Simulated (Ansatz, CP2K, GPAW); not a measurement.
Se: 3 runs at one level of theory

```xyz
3
Lattice="4.3662 0.0000 0.0000 -2.1831 3.7812 0.0000 0.0000 0.0000 4.9536" Properties=species:S:1:pos:R:3 pbc="T T T"
Se    1.6910    2.9289    0.0000
Se    0.9841    0.0000    1.6512
Se   -0.4921    0.8523    3.3024
```

Alike in all runs: task single point; functional PBE; k mesh 7 × 7 × 6; occupations gaussian, width 0.02 eV; no spin polarisation; no spin-orbit coupling. Pressure is positive in compression and, in plane waves, holds the error of the finite cutoff, which Ansatz's Pulay term estimates and takes out.

```tsv
program and potentials	plane-wave cutoff (eV)	notes	pressure (GPa)	largest force (eV/Å)
Ansatz, Ansatz PAW	420	16 valence electrons an atom on average	2.78	0.401
GPAW, GPAW PAW data sets (gpaw-data 1.2.1)	600	6 valence electrons an atom on average	?	?
CP2K, POTENTIAL_UZH Se GTH-PBE-q6; TZVP-MOLOPT-PBE-GTH basis	-	atomic basis; 6 valence electrons an atom on average	3.65	0.630
```

**Question.** Estimate from the other rows what the run with GPAW, GPAW PAW data sets (gpaw-data 1.2.1) gave.

**Answer.** Pressure 2.81 GPa; largest force 0.420 eV/Å. The other rows, which needn't bracket it: pressure 2.78 to 3.65; largest force 0.401 to 0.630.
